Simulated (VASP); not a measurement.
# H2C7 in VASP: a series of runs

Runs on H2C7. Level: PBE. Tasks: single point.

Program: VASP 6.6.1. These are calculated values, not measurements. Logs are shortened: lines on timing, memory, paths and dates and some standing lists are left out, and cuts for length are marked.

**1. Starting point**

The cell holds a slab with vacuum, 36 atoms: a = 5.051 Å, b = 5.051 Å, c = 18.860 Å, α = 90.00°, β = 90.00°, γ = 90.00°.

**2. Single point, PBE**

File INCAR:

```
ALGO     = Fast           # electronic algorithm
DIPOL    = 0.5 0.5 0.348
EDIFF    = 1E-6           # SCF threshold, eV
ENCUT    = 520            # plane-wave cutoff, eV
GGA      = PE             # functional
IDIPOL   = 3            
ISIF     = 2              # what is computed and relaxed
ISMEAR   = 0              # smearing method
LASPH    = T              # aspherical terms in the spheres
LCHARG   = T              # write CHGCAR
LDIPOL   = T            
LELF     = T              # ELF
LREAL    = Auto         
LVACPOTAV= T            
LVHAR    = T            
LWAVE    = F              # write WAVECAR
NBANDS   = 84             # bands
NELM     = 100            # most SCF steps
PREC     = Accurate       # precision mode
SIGMA    = 0.05           # smearing width, eV
```

File KPOINTS:

```
k-points
0
Gamma
  5 5 1
```

File POSCAR:

```
H2C7
1.0
    5.0508284795      0.0000000000      0.0000000000
    0.0000000000      5.0508284795      0.0000000000
    0.0000000000      0.0000000000     18.8596184069
C H
28 8
Direct
    0.5000000000      0.5000000000      0.2466861049
    0.5000000000      0.0000000000      0.2466861049
    0.0000000000      0.5000000000      0.2466861049
    0.0000000000      0.0000000000      0.2466861049
    0.7500000000      0.5000000000      0.2940289910
    0.7500000000      0.0000000000      0.2940289910
    0.2500000000      0.5000000000      0.2940289910
    0.2500000000      0.0000000000      0.2940289910
    0.7500000000      0.7500000000      0.3413718772
    0.7500000000      0.2500000000      0.3413718772
    0.2500000000      0.7500000000      0.3413718772
    0.2500000000      0.2500000000      0.3413718772
    0.0000000000      0.7500000000      0.3927044142
    0.0000000000      0.2500000000      0.3927044142
    0.5000000000      0.7500000000      0.3853115867
    0.5000000000      0.2500000000      0.3853115867
    0.0000000000      0.0000000000      0.4431030518
    0.0000000000      0.5000000000      0.4431030518
    0.5000000000      0.0000000000      0.4297410434
    0.5000000000      0.5000000000      0.4297410434
    0.2682567286      0.0000000000      0.4859123807
    0.2682567286      0.5000000000      0.4859123807
    0.7317432714      0.0000000000      0.4859123807
    0.7317432714      0.5000000000      0.4859123807
    0.3633287476      0.2500000000      0.5219339643
    0.3633287476      0.7500000000      0.5219339643
    0.6366712524      0.2500000000      0.5219339643
    0.6366712524      0.7500000000      0.5219339643
    0.5000000000      0.6422973790      0.2067119476
    0.5000000000      0.3577026210      0.2067119476
    0.5000000000      0.1422973790      0.2067119476
    0.5000000000     -0.1422973790      0.2067119476
    0.0000000000      0.3577812996      0.2066501452
    0.0000000000      0.6422187004      0.2066501452
    0.0000000000     -0.1422187004      0.2066501452
    0.0000000000      0.1422187004      0.2066501452
```

Potentials or basis: VASP PAW PBE potentials, release 64 (C, H).

Started as:

```bash
> cat potpaw_PBE.64/C/POTCAR potpaw_PBE.64/H/POTCAR > POTCAR
> mpirun -np 1 vasp_std > vasp.out
```

OUTCAR:

```text
EDIFF = 1E-6
   ENCUT = 520
   GGA = PE
   ISIF = 2
   ISMEAR = 0
   LASPH = T
   LREAL = Auto
   NELM = 100
   PREC = Accurate

 ion  position               nearest neighbor table
   1  0.500  0.500  0.247-  29 1.04  30 1.04   5 1.55   7 1.55
   2  0.500  0.000  0.247-  31 1.04  32 1.04   6 1.55   8 1.55
   3  0.000  0.500  0.247-  33 1.04  34 1.04   5 1.55   7 1.55
   4  0.000  0.000  0.247-  35 1.04  36 1.04   6 1.55   8 1.55
   5  0.750  0.500  0.294-   1 1.55   3 1.55   9 1.55  10 1.55
   6  0.750  0.000  0.294-   2 1.55   4 1.55   9 1.55  10 1.55
[... 16 lines left out ...]
  23  0.732  0.000  0.486-  27 1.51  28 1.51  17 1.58  19 1.58
  24  0.732  0.500  0.486-  27 1.51  28 1.51  18 1.58  20 1.58
  25  0.363  0.250  0.522-  27 1.38  22 1.51  21 1.51
  26  0.363  0.750  0.522-  28 1.38  22 1.51  21 1.51
  27  0.637  0.250  0.522-  25 1.38  24 1.51  23 1.51
  28  0.637  0.750  0.522-  26 1.38  24 1.51  23 1.51
  29  0.500  0.642  0.207-   1 1.04
  30  0.500  0.358  0.207-   1 1.04
  31  0.500  0.142  0.207-   2 1.04
  32  0.500  0.858  0.207-   2 1.04
  33  0.000  0.358  0.207-   3 1.04
  34  0.000  0.642  0.207-   3 1.04
  35  0.000  0.858  0.207-   4 1.04
  36  0.000  0.142  0.207-   4 1.04

  LATTYP: Found a simple tetragonal cell.
 ALAT       =     5.0508284795
 C/A-ratio  =     3.7339653254

  Lattice vectors:

 A1 = (   5.0508284795,   0.0000000000,   0.0000000000)
 A2 = (   0.0000000000,   5.0508284795,   0.0000000000)
 A3 = (   0.0000000000,   0.0000000000,  18.8596184069)

Analysis of symmetry for initial positions (statically):
=====================================================================
 Subroutine PRICEL returns following result:

  LATTYP: Found a simple orthorhombic cell.
 ALAT       =     2.5254142397
 B/A-ratio  =     2.0000000000
 C/A-ratio  =     7.4679306508

  Lattice vectors:

 A1 = (   0.0000000000,  -2.5254142397,   0.0000000000)
 A2 = (   5.0508284795,   0.0000000000,   0.0000000000)
 A3 = (   0.0000000000,   0.0000000000,  18.8596184069)

   2 primitive cells build up your supercell.

 Routine SETGRP: Setting up the symmetry group for a
 simple tetragonal supercell.

 Subroutine GETGRP returns: Found  4 space group operations
 (whereof  4 operations were pure point group operations)
 out of a pool of 16 trial point group operations.

The static configuration has the point symmetry C_2v.

Analysis of symmetry for dynamics (positions and initial velocities):
=====================================================================
 Subroutine PRICEL returns following result:

  LATTYP: Found a simple orthorhombic cell.
 ALAT       =     2.5254142397
 B/A-ratio  =     2.0000000000
 C/A-ratio  =     7.4679306508

  Lattice vectors:

 A1 = (   0.0000000000,  -2.5254142397,   0.0000000000)
 A2 = (   5.0508284795,   0.0000000000,   0.0000000000)
 A3 = (   0.0000000000,   0.0000000000,  18.8596184069)

   2 primitive cells build up your supercell.

 Routine SETGRP: Setting up the symmetry group for a
 simple tetragonal supercell.

 Subroutine GETGRP returns: Found  4 space group operations
 (whereof  4 operations were pure point group operations)
 out of a pool of 16 trial point group operations.

The dynamic configuration has the point symmetry C_2v.

 Subroutine INISYM returns: Found  4 space group operations
 (whereof  4 operations are pure point group operations),
 and found     2 'primitive' translations

----------------------------------------------------------------------------------------

                                     Primitive cell

  volume of cell :     240.5626

  direct lattice vectors                    reciprocal lattice vectors
     0.000000000 -2.525414240  0.000000000     0.000000000 -0.395974642  0.000000000
     5.050828479  0.000000000  0.000000000     0.197987321  0.000000000  0.000000000
     0.000000000  0.000000000 18.859618407     0.000000000  0.000000000  0.053023342

  length of vectors
     2.525414240  5.050828479 18.859618407     0.395974642  0.197987321  0.053023342

  position of ions in fractional coordinates (direct lattice)
     0.000000000  0.500000000  0.246686105
     0.000000000  0.000000000  0.246686105
     0.000000000  0.750000000  0.294028991
     0.000000000  0.250000000  0.294028991
     0.500000000  0.750000000  0.341371877
     0.500000000  0.250000000  0.341371877
[... 10 lines left out ...]
     0.284437401  0.000000000  0.206650145
     0.715562599  0.000000000  0.206650145

  ion indices of the primitive-cell ions
   primitive index   ion index
                 1           1
                 2           3
                 3           5
                 4           7
                 5           9
                 6          11
[... 10 lines left out ...]
                17          33
                18          34

----------------------------------------------------------------------------------------

 KPOINTS: k-points

Automatic generation of k-mesh.
 Grid dimensions read from file:
 generate k-points for:    5    5    1

 Generating k-lattice:

  Cartesian coordinates                     Fractional coordinates (reciprocal lattice)
     0.039597464  0.000000000  0.000000000     0.200000000  0.000000000  0.000000000
     0.000000000  0.039597464  0.000000000     0.000000000  0.200000000  0.000000000
     0.000000000  0.000000000  0.053023342     0.000000000  0.000000000  1.000000000

  Length of vectors
     0.039597464  0.039597464  0.053023342

  Shift w.r.t. Gamma in fractional coordinates (k-lattice)
     0.000000000  0.000000000  0.000000000

 Subroutine IBZKPT returns following result:
 ===========================================

 Found      9 irreducible k-points:

 Following reciprocal coordinates:
            Coordinates               Weight
  0.000000  0.000000  0.000000      1.000000
  0.200000  0.000000  0.000000      2.000000
  0.000000  0.200000  0.000000      2.000000
  0.400000  0.000000  0.000000      2.000000
  0.000000  0.400000  0.000000      2.000000
  0.200000  0.200000  0.000000      4.000000
  0.400000  0.200000  0.000000      4.000000
 -0.200000  0.400000  0.000000      4.000000
  0.400000  0.400000  0.000000      4.000000
   k-points           NKPTS =      9   k-points in BZ     NKDIM =      9   number of bands    NBANDS=     84
   number of dos      NEDOS =    301   number of ions     NIONS =     36
   total plane-waves  NPLWV = 224000
   dimension x,y,z NGX =    40 NGY =   40 NGZ =  140
   dimension x,y,z NGXF=    80 NGYF=   80 NGZF=  280
   ions per type =              28   8
   NGX,Y,Z   is equivalent  to a cutoff of  13.17, 13.17, 12.34 a.u.
   NGXF,Y,Z  is equivalent  to a cutoff of  26.33, 26.33, 24.68 a.u.
 SYSTEM =  unknown system
   PREC   = accura    normal or accurate (medium, high low for compatibility)
   ISTART =      0    job   : 0-new  1-cont  2-samecut
   ICHARG =      2    charge: 1-file 2-atom 10-const
   ISPIN  =      1    spin polarized calculation?
   LNONCOLLINEAR =      F non collinear calculations
   LSORBIT =      F    spin-orbit coupling
   LASPH  =      T    aspherical Exc in radial PAW
   ENCUT  =  520.0 eV  38.22 Ry    6.18 a.u.   9.39  9.39 35.07*2*pi/ulx,y,z
   NELM   =    100;   NELMIN=  2; NELMDL= -5     # of ELM steps
   EDIFF  = 0.1E-05   stopping-criterion for ELM
   LREAL  =      T    real-space projection
   EDIFFG = 0.1E-04   stopping-criterion for IOM
   NSW    =      0    number of steps for IOM
[... 5 lines left out ...]
   TEBEG  =    0.0;   TEEND  =   0.0 temperature during run
   PSTRESS=    0.0 pullay stress
   NELECT =     120.0000    total number of electrons
   NUPDOWN=      -1.0000    fix difference up-down
   EMIN   =  10.00;   EMAX   =-10.00  energy-range for DOS
   EFERMI =   0.00;   METHOD = LEGACY
   ISMEAR =     0;   SIGMA  =   0.05  broadening in eV -4-tet -1-fermi 0-gaus
   EFERMI_NEDOS =   21; number of points for ismear=-14 and -15
   IALGO  =     68    algorithm
   IMIX   =      4    mixing-type and parameters
     AMIX     =   0.40;   BMIX     =  1.00
     AMIX_MAG =   1.60;   BMIX_MAG =  1.00
  volume/ion in A,a.u.               =      13.36        90.19
  Fermi-wavevector in a.u.,A,eV,Ry     =   1.030503  1.947368 14.448518  1.061936
  Thomas-Fermi vector in A             =   2.164604
   LORBIT       =      0    0 simple, 1 ext, 2 COOP (PROOUT), +10 PAW based schemes
   GGA     = PE    functional components
   LHFCALC =     F    Hartree Fock is set to
   AEXX    =    0.0000 exact exchange contribution
   IVDW    =     0    specifies the selected vdW correction
   LEPSILON=     F    determine dielectric tensor
   LRPA    =     F    only Hartree local field effects (RPA)
 non-spin polarized calculation
 RMM-DIIS sequential band-by-band and
 Gauss-broadening in eV      SIGMA  =   0.05
  energy-cutoff  :      520.00
  volume of cell :      481.13
 maximum number of plane-waves:     12993
 NGX is ok and might be reduce to    40
   NGX = 19   NGY = 19   NGZ = 71

 dipolmoment           0.000000      0.000000     -0.000233 electrons x Angstroem

 number of electron     120.0000011 magnetization

 dipolmoment           0.000000      0.000000      0.515482 electrons x Angstroem

 Free energy of the ion-electron system (eV)
  ---------------------------------------------------
  ext. energy  EPLUGINS =         0.00000000
  ---------------------------------------------------
  free energy    TOTEN  =      -267.86651160 eV

  energy without entropy =     -267.86651160  energy(sigma->0) =     -267.86651160

 E-fermi :   1.3286     XC(G=0):  -5.7134

 val. band max:        1.0173024100   @ k =   0.0000   0.0000   0.0000
 cond. band min:       2.3286971560   @ k =   0.4000   0.0000   0.0000
 fundamental gap:      1.3113947460
 Fermi energy:         1.3285878522

 k-point     1 :       0.0000    0.0000    0.0000
  band No.  band energies     occupation
      1     -20.1900      2.00000
      2     -18.7769      2.00000
      3     -16.4906      2.00000
      4     -15.8269      2.00000
      5     -15.7793      2.00000
      6     -15.5723      2.00000
[... 64 lines left out ...]
     71       6.3188      0.00000
     72       6.7987      0.00000
[... 598 lines left out ...]
     71       8.0506      0.00000
     72       8.1872      0.00000
 [bands above 72 left out]

------------------------ aborting loop because EDIFF is reached ----------------------------------------

  FORCE on cell =-STRESS in cart. coord.  units (eV):
  Direction    XX          YY          ZZ          XY          YZ          ZX
  --------------------------------------------------------------------------------------
  -------------------------------------------------------------------------------------
  Total       -5.0015707     69.9383250     -6.3608385      0.0000000      0.0000000      0.0000000
  in kB      -16.6555453    232.8990230    -21.1819925      0.0000000      0.0000000      0.0000000
  external PRESSURE =      65.0204951 kB  Pullay stress =       0.0000000 kB

 VOLUME and BASIS-vectors are now :
 -----------------------------------------------------------------------------
  energy-cutoff  :      520.00
  volume of cell :      481.13
      direct lattice vectors                 reciprocal lattice vectors
     5.050828479  0.000000000  0.000000000     0.197987321  0.000000000  0.000000000
     0.000000000  5.050828479  0.000000000     0.000000000  0.197987321  0.000000000
     0.000000000  0.000000000 18.859618407     0.000000000  0.000000000  0.053023342

 POSITION                                       TOTAL-FORCE (eV/Angst)
 -----------------------------------------------------------------------------------
      2.52541      2.52541      4.65241        -0.000000      0.000000      1.843389
      2.52541      0.00000      4.65241        -0.000000      0.000000      1.843389
      0.00000      2.52541      4.65241        -0.000000     -0.000000      1.669453
      0.00000      0.00000      4.65241        -0.000000     -0.000000      1.669453
      3.78812      2.52541      5.54527         0.620553     -0.000000     -1.628749
      3.78812      0.00000      5.54527         0.620553      0.000000     -1.628749
[... 28 lines left out ...]
      0.00000      4.33251      3.89734        -0.000000     -0.025624     -0.010639
      0.00000      0.71832      3.89734        -0.000000      0.025624     -0.010639
 -----------------------------------------------------------------------------------
    total drift:                                0.000000      0.000000     -0.035271

  FREE ENERGIE OF THE ION-ELECTRON SYSTEM (eV)
  ---------------------------------------------------
  free  energy   TOTEN  =      -267.8665115954 eV

  energy  without entropy=     -267.8665115954  energy(sigma->0) =     -267.86651160

 vacuum level on the upper side and lower side of the slab         6.670         3.013
```

Wall time 14 min (1 thread of AMD EPYC 7R13 (Zen 3), shared host); peak memory 0.57 GiB.

What came out:

| Quantity | Value |
| --- | --- |
| Free energy | -267.8665 eV |
| Largest force | 1.843 eV/Å |
| Band gap on the k mesh | 1.31 eV |
| Ionisation potential of the upper face | 5.65 eV |

Forces in eV/Å, atoms in the order of the input:
```
C    0.000  0.000  1.843
C    0.000  0.000  1.843
C    0.000  0.000  1.669
C    0.000  0.000  1.669
C    0.621  0.000 -1.629
C    0.621  0.000 -1.629
C   -0.621  0.000 -1.629
C   -0.621  0.000 -1.629
C    0.681  0.000 -0.128
C    0.681  0.000 -0.128
C   -0.681  0.000 -0.128
C   -0.681  0.000 -0.128
C    0.000  0.000  0.000
C    0.000  0.000  0.000
C    0.000  0.000 -0.004
C    0.000  0.000 -0.004
C    0.000  0.000  0.016
C    0.000  0.000  0.016
C    0.000  0.000 -0.029
C    0.000  0.000 -0.029
C   -0.037  0.000 -0.005
C   -0.037  0.000 -0.005
C    0.037  0.000 -0.005
C    0.037  0.000 -0.005
C   -0.049  0.000  0.035
C   -0.049  0.000  0.035
C    0.049  0.000  0.035
C    0.049  0.000  0.035
H    0.000  0.025 -0.011
H    0.000 -0.025 -0.011
H    0.000  0.025 -0.011
H    0.000 -0.025 -0.011
H    0.000 -0.026 -0.011
H    0.000  0.026 -0.011
H    0.000 -0.026 -0.011
H    0.000  0.026 -0.011
```

A hybrid or GW would open this gap; PBE tends to underestimate it.

**3. Single point, PBE**

File INCAR:

```
ALGO = Fast ; DIPOL = 0.5 0.5 0.349
EDIFF = 1E-7 ; ENCUT = 520
GGA = PE ; IDIPOL = 3
ISIF = 2 ; ISMEAR = 0
LASPH = T ; LCHARG = T
LDIPOL = T ; LELF = T
LREAL = Auto ; LVACPOTAV = T
LVHAR = T ; LWAVE = F
NBANDS = 84 ; NELM = 100
PREC = Accurate ; SIGMA = 0.05
```

KPOINTS is that of step 2.

File POSCAR:

```
H2C7
1.0
    5.0508284795      0.0000000000      0.0000000000
    0.0000000000      5.0508284795      0.0000000000
    0.0000000000      0.0000000000     18.8596184069
C H
28 8
Direct
    0.5000000000      0.5000000000      0.2466861049
    0.5000000000      0.0000000000      0.2466861049
    0.0000000000      0.5000000000      0.2466861049
    0.0000000000      0.0000000000      0.2466861049
    0.7500000000      0.5000000000      0.2940289910
    0.7500000000      0.0000000000      0.2940289910
    0.2500000000      0.5000000000      0.2940289910
    0.2500000000      0.0000000000      0.2940289910
    0.7500000000      0.7500000000      0.3413718772
    0.7500000000      0.2500000000      0.3413718772
    0.2500000000      0.7500000000      0.3413718772
    0.2500000000      0.2500000000      0.3413718772
    0.0000000000      0.7500000000      0.3887147633
    0.0000000000      0.2500000000      0.3887147633
    0.5000000000      0.7500000000      0.3887147633
    0.5000000000      0.2500000000      0.3887147633
    0.0000000000      0.0000000000      0.4360576495
    0.0000000000      0.5000000000      0.4360576495
    0.5000000000      0.0000000000      0.4360576495
    0.5000000000      0.5000000000      0.4360576495
    0.2500000000      0.0000000000      0.4834005356
    0.2500000000      0.5000000000      0.4834005356
    0.7500000000      0.0000000000      0.4834005356
    0.7500000000      0.5000000000      0.4834005356
    0.3416101431      0.2500000000      0.5227899205
    0.3416101431      0.7500000000      0.5227899205
    0.6583898569      0.2500000000      0.5227899205
    0.6583898569      0.7500000000      0.5227899205
    0.5000000000      0.6826712469      0.2120933687
    0.5000000000      0.3173287531      0.2120933687
    0.5000000000      0.1826712469      0.2120933687
    0.5000000000     -0.1826712469      0.2120933687
    0.0000000000      0.3173287531      0.2120933687
    0.0000000000      0.6826712469      0.2120933687
    0.0000000000     -0.1826712469      0.2120933687
    0.0000000000      0.1826712469      0.2120933687
```

Potentials or basis: VASP PAW PBE potentials, release 64 (C, H).

Started as:

```bash
> cat potpaw_PBE.64/C/POTCAR potpaw_PBE.64/H/POTCAR > POTCAR
> mpirun -np 1 vasp_std > vasp.out
```

It took 23 min on 1 thread of AMD EPYC 7R13 (Zen 3), shared host; peak memory 0.58 GiB.

Results (log left out):

```yaml
Free_energy: -258.1130 eV
Largest_force: 11.456 eV/Å
Band_gap_on_the_k_mesh: none (metal or under the smearing width)
Work_function_of_the_upper_face: 5.46 eV
Work_function_of_the_lower_face: 2.00 eV
```

Forces in eV/Å, atoms in the order of the input:
```
C     0.000   0.000   0.405
C     0.000   0.000   0.405
C     0.000   0.000   0.347
C     0.000   0.000   0.347
C     0.091   0.000  -1.341
C     0.091   0.000  -1.341
C    -0.091   0.000  -1.341
C    -0.091   0.000  -1.341
C    -0.089   0.000   0.043
C    -0.089   0.000   0.043
C     0.089   0.000   0.043
C     0.089   0.000   0.043
C     0.000   0.000   0.154
C     0.000   0.000   0.154
C     0.000   0.000  -0.736
C     0.000   0.000  -0.736
C     0.000   0.000   1.934
C     0.000   0.000   1.934
C     0.000   0.000  -3.852
C     0.000   0.000  -3.852
C     2.725   0.000   1.944
C     2.725   0.000   1.944
C    -2.725   0.000   1.944
C    -2.725   0.000   1.944
C     2.726   0.000  -0.635
C     2.726   0.000  -0.635
C    -2.726   0.000  -0.635
C    -2.726   0.000  -0.635
H     0.000 -11.447   0.438
H     0.000  11.447   0.438
H     0.000 -11.447   0.438
H     0.000  11.447   0.438
H     0.000  11.441   0.426
H     0.000 -11.441   0.426
H     0.000  11.441   0.426
H     0.000 -11.441   0.426
```

Levels at points of the mesh, in eV from the Fermi level:
```tsv
k point	band 56	band 57	band 58	band 59	band 60	band 61	band 62	band 63	band 64	band 65
(0.00, 0.00, 0.00)	-2.38	-1.71	-0.62	-0.30	-0.13	-0.02	1.07	1.35	3.09	3.61
```
